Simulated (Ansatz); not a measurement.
The system is TePb.

```xyz
2
Lattice="0.0000 3.2310 3.2310 3.2310 0.0000 3.2310 3.2310 3.2310 0.0000" Properties=species:S:1:pos:R:3 pbc="T T T"
Pb    0.0000    0.0000    0.0000
Te    3.2310    3.2310    3.2310
```

A run of Ansatz 0.2.0 on this cell left the log below. Logs are shortened: lines on timing, memory, paths and dates and some standing lists are left out, and cuts for length are marked.

```text
Warning: RAYON_NUM_THREADS=2 ignored (pool sized by the plan → 2); use --threads N
scf.n_extra_bands = 6 over 15 filled bands (N_el = 30.0): the run solves 21 bands
Engine: ansatz 0.2.0, x86_64-unknown-linux-gnu
Pseudopotentials: kind: paw
Pseudopotential: Pb, paw, valence charge 14, recommended cutoff 420 eV (normal), Pb.paw.azcp
Pseudopotential: Te, paw, valence charge 16, recommended cutoff 420 eV (normal), Te.paw.azcp
Functional definition: PBEsol
  exchange = pbesol_x
  correlation = pbesol_c
Crystal: 2 atoms, lattice volume = 67.459 Å³
Basis set: ecut = 420 eV, 1363 PW (Γ), exchange–correlation on 64×64×64 points (8 copies of the dense FFT grid, shifted against one another)
Bands: 21, of which v1, the nominal top of the filled ones, is band 15 counted from 1 (14 counted from 0)
Symmetry: 48 space group operations
Space group: Fm-3m (ITA 225), of the structure as read, at distance tolerance 4.1e-5 Å
k-points: 20 of 343
Non-local potential: Pb, projectors of the file, l = 0: 2, l = 1: 2, l = 2: 2, l = 3: 2
Non-local potential: Te, projectors of the file, l = 0: 2, l = 1: 2, l = 2: 2, l = 3: 2
PAW form: soft (Blöchl's): semilocal exchange-correlation on the pseudo side does not see the compensation charge
PAW frozen core: Pb, regenerated for the run's functional, and the local potential with it (the file was generated under x = pbe(κ = 0.804, μ = 0.2195149727645171), c = pbe(β = 0.06672455060314922))
PAW frozen core: Te, regenerated for the run's functional, and the local potential with it (the file was generated under x = pbe(κ = 0.804, μ = 0.2195149727645171), c = pbe(β = 0.06672455060314922))
PAW one-centre angular grid: Pb, 590 points (default); XC on 64 Gauss nodes
PAW one-centre angular grid: Te, 590 points (default); XC on 64 Gauss nodes
Initial density: superposition of atomic densities (neutral atoms: chi_scale 0, normalization atom), corrected by the library's trained network
Initial wavefunctions: pseudopotential atomic-orbital guess
Functional: x = pbesol(κ = 0.804, μ = 0.12345679012345678), c = pbesol(β = 0.046)
SCF iter   1: F=—  HF=-18657.194413 eV  |F-HF|=—  |Δ(HF+E_count)|=         —  Δρ=2.16e-3  dr2=5.52e-3  ethr=1.77e-3  ⟨swp⟩=7.2  Hψ=2254  notcnv=0
preconditioner: auto → none  [insulator: Δε(μ)=0.940 eV  Ē_g=16.196 eV  σ=0.050 eV  W_gap=1.00  n_scr=14 (ndim 8)  ℏωp=20.2 eV  f_vac=0.014  D(μ)=0.00/eV (n_scr^D=0)  ε∞_Penn≈2.6]
SCF iter   2: F=—  HF=-18657.190758 eV  |F-HF|=—  |Δ(HF+E_count)|=   3.66e-3  Δρ=9.27e-4  dr2=6.74e-4  ethr=1.84e-5  ⟨swp⟩=2.2  Hψ=871  notcnv=0  defer=27
SCF iter   3: F=—  HF=-18657.190607 eV  |F-HF|=—  |Δ(HF+E_count)|=   1.50e-4  Δρ=3.26e-4  dr2=5.91e-5  ethr=2.25e-6  ⟨swp⟩=2.0  Hψ=588  notcnv=0  defer=27
SCF iter   4: F=—  HF=-18657.190627 eV  |F-HF|=—  |Δ(HF+E_count)|=   1.98e-5  Δρ=1.53e-4  dr2=1.35e-5  ethr=1.97e-7  ⟨swp⟩=1.1  Hψ=393  notcnv=0  defer=27
SCF iter   5: F=—  HF=-18657.190632 eV  |F-HF|=—  |Δ(HF+E_count)|=   4.50e-6  Δρ=2.99e-5  dr2=5.17e-7  ethr=4.49e-8  ⟨swp⟩=2.0  Hψ=458  notcnv=0  defer=27
SCF iter   6: F=-18657.190632 eV  HF=-18657.190632 eV  |F-HF|=1.09e-9  |Δ(HF+E_count)|=   1.44e-7  Δρ=2.84e-6  dr2=4.14e-9  ethr=3.33e-10  ⟨swp⟩=13.1  Hψ=3274  notcnv=0
SCF 1 converged in 6 iterations: F = -18657.190632 eV  dr2 = 4.14e-9
  greatest PAW one-centre occupation: 0.998 electrons in one spin orbital (limit 2), on the Te atom at site 1 (counted from 0), in its partial waves of l = 2
NSCF: frozen V_eff on 142 k-points
SCF converged after 6 iterations
Free energy (F): -18657.190632 eV
Harris-Foulkes:  -18657.190632 eV  (|F-HF|=1.09e-9)
Internal energy: -18657.190627 eV  (E = F + TS)
E sigma→0 (E₀):  -18657.190630 eV
Entropy (-TS):   -0.000004 eV (-0.002 meV/atom)
Fermi energy:    8.907900 eV
--- Per-component energies (eV) ---
  E_band       = -320.226902
  E_kinetic    = 468.591704
  E_local      = -2389.087507  (includes V_loc(G=0)·N_el)
  E_nonlocal   = 44.279664
  E_hartree    = 1253.286525
  E_xc         = -342.737202
  E_vxc        = -237.246595  (∫ρ·V_xc dr)
  E_paw        = -14839.041431  (= ΣΔE_a)
  E_vpaw       = -713.338177  (= ΣTr[D̂ρ^β])
  E_aug_tail   = -0.000149  (compensation charges beyond the density's cutoff)
  E_ewald      = -2852.919164
  E_core_change = 0.436932  (= ΣΔE_core)
  E_smearing   = -0.000004  (= −TS)
  E_closure    = 0.000000  (closes the sum)
  Σ components = -18657.190632   (vs F -18657.190632, Δ=0.00e0)
--- Forces (eV/Å), atoms counted from 1 ---
  atom   1  Pb    -0.00000000     0.00000000    -0.00000000
  atom   2  Te     0.00000000    -0.00000000    -0.00000000
  max |Σ_I F_I| component: 2.89e-29 eV/Å
--- Stress (GPa, compression-positive) ---
       -0.413311      -0.000000      -0.000000
       -0.000000      -0.413311      -0.000000
       -0.000000      -0.000000      -0.413311
  P = ⅓ Tr σ = -0.4133 GPa (-4.133 kbar)
--- Band table (eV; the first three rows and the last of 20) ---
  k-point 0: bands = ["-27.5766", "-27.5766", "-27.5708", "-27.5708", "-27.5708", "-8.1089", "-8.1089", "-8.0983", "-8.0983", "-8.0983", "-3.5051", "2.9206", "7.1959", "7.1959", "7.1959", "12.5912", "12.5912", "12.5912", "14.3134", "14.3134", "14.3134"]
  k-point 1: bands = ["-27.5766", "-27.5766", "-27.5707", "-27.5707", "-27.5707", "-8.1115", "-8.1115", "-8.0978", "-8.0954", "-8.0954", "-3.3307", "2.3678", "7.2479", "7.2479", "7.4957", "11.6245", "11.8535", "11.8535", "14.1118", "14.6961", "14.6961"]
  k-point 2: bands = ["-27.5765", "-27.5765", "-27.5706", "-27.5705", "-27.5705", "-8.1184", "-8.1184", "-8.0969", "-8.0880", "-8.0880", "-2.8382", "1.2034", "7.4088", "7.4088", "7.9952", "10.3049", "10.6933", "10.6933", "14.6516", "15.7326", "15.7326"]
  k-point 19: bands = ["-27.5767", "-27.5763", "-27.5705", "-27.5703", "-27.5699", "-8.1531", "-8.1116", "-8.0939", "-8.0867", "-8.0735", "-1.7029", "0.4958", "4.6175", "5.2505", "7.8611", "10.4493", "13.2083", "14.0115", "14.6258", "15.8194", "18.8688"]
```

Question: Write the input and the command behind it.

Answer: Band structure with PBEsol, no spin polarisation. The files as run (others can give the same):

input.yaml
```yaml
crystal:
  lattice:
    - [0.0, 3.231, 3.231]
    - [3.231, 0.0, 3.231]
    - [3.231, 3.231, 0.0]
  atoms:
    - { symbol: Pb, position: [0.0, 0.0, 0.0] }
    - { symbol: Te, position: [0.5, 0.5, 0.5] }
hamiltonian:
  xc: pbesol
  pseudopotentials: { kind: paw }
kpoints:
  mp_grid: { grid: [7, 7, 7] }
  band_path:
    path:
      - [[0.0, 0.0, 0.0], [0.5, 0.0, 0.5], [0.5, 0.25, 0.75], [0.375, 0.375, 0.75], [0.0, 0.0, 0.0], [0.5, 0.5, 0.5], [0.625, 0.25, 0.625], [0.5, 0.25, 0.75], [0.5, 0.5, 0.5], [0.375, 0.375, 0.75]]
      - [[0.625, 0.25, 0.625], [0.5, 0.0, 0.5]]
    npoints: 14
scf:
  occupations: { method: fermi_dirac, width: 0.05 }
  n_extra_bands: 6
output:
  forces: true
  stress: true
  eigenvalues: true
  fatbands: false
  write_density: true
  write_potential: true
  elf: true
  volumetric_format: npy
```

Potentials or basis: Ansatz PAW.
Command:
```bash
$ ansatz run input.yaml --threads 2 --pin off --max-ram 5632MiB --backend cpu --events-out ev --progress --plain --runs-dir out
```

Caveat: this odd mesh misses L, where the gap lies, so gap, dielectric constants and Born charges aren't listed; spin-orbit coupling is left out, which moves the levels of the heavy elements; the PAW data sets come from PBE, with cores solved anew for the run's functional, which leaves a small shift of forces and pressure.
